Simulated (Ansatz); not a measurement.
(110) slab cut from the bulk of PbS, 15 Å of vacuum:

```
CELL_PARAMETERS angstrom
4.17438 0.00000 0.00000
0.00000 5.90347 0.00000
0.00000 0.00000 23.34876
ATOMIC_POSITIONS crystal
Pb 0.50000 0.00000 0.32122
S 0.50000 0.50000 0.32122
Pb 0.00000 0.50000 0.41061
S 0.00000 0.00000 0.41061
Pb 0.50000 0.00000 0.50000
S 0.50000 0.50000 0.50000
Pb 0.00000 0.50000 0.58939
S 0.00000 0.00000 0.58939
Pb 0.50000 0.00000 0.67878
S 0.50000 0.50000 0.67878
```

Method: DFT PBEsol, scalar-relativistic, plane waves, PAW in Ansatz 0.2.0. Plane waves to 420 eV, a k mesh through Γ of 8×6×1 on the computed 10-atom cell and Gaussian smearing (0.05 eV); no spin polarisation. A dipole correction removes the field between periodic images along c.

This base run converges in 8 iterations with a largest force of 0.762 eV/Å and a work function of 4.38 eV on the top face.

Settings are then changed, some of them on purpose to poor values; changes count from the base run, and γ keeps the base's bulk energy.

Problem. What does each change do? k mesh 1×1×1; cutoff 360 eV; field of -0.3 V/Å along c; cutoff 300 eV; the slab 1 repeat of the bulk cell thicker; mixing β = 0.9; no dipole correction, vacuum of 5 Å; occupations fixed.

Solution. 
```tsv
change	outcome	SCF iterations	ΔE at zero smearing (meV/atom)	Δγ (J/m²)	Δφ top (eV)	largest force (eV/Å)
k mesh 1×1×1	converged	10	-72.3	-0.235		0.717
cutoff 360 eV	converged (cutoff below recommended)	8	+0.8		0.00	0.762
field of -0.3 V/Å along c	converged	11	-6.5			0.828
cutoff 300 eV	converged (cutoff below recommended)	8	+26.9		0.00	0.763
the slab 1 repeat of the bulk cell thicker	converged	9	-36.9	-0.015		0.933
mixing β = 0.9	converged	8	0.0	0.000	0.00	0.762
no dipole correction, vacuum of 5 Å	converged	8	+1.9	+0.006		0.791
occupations fixed	converged (band overlap at count, metallic iterate)	9	+0.3	+0.001	+0.01	0.761
```

Settings at which electrons spill into the vacuum are left out.

Spin-orbit coupling is left out, which matters for the bands of heavy elements.
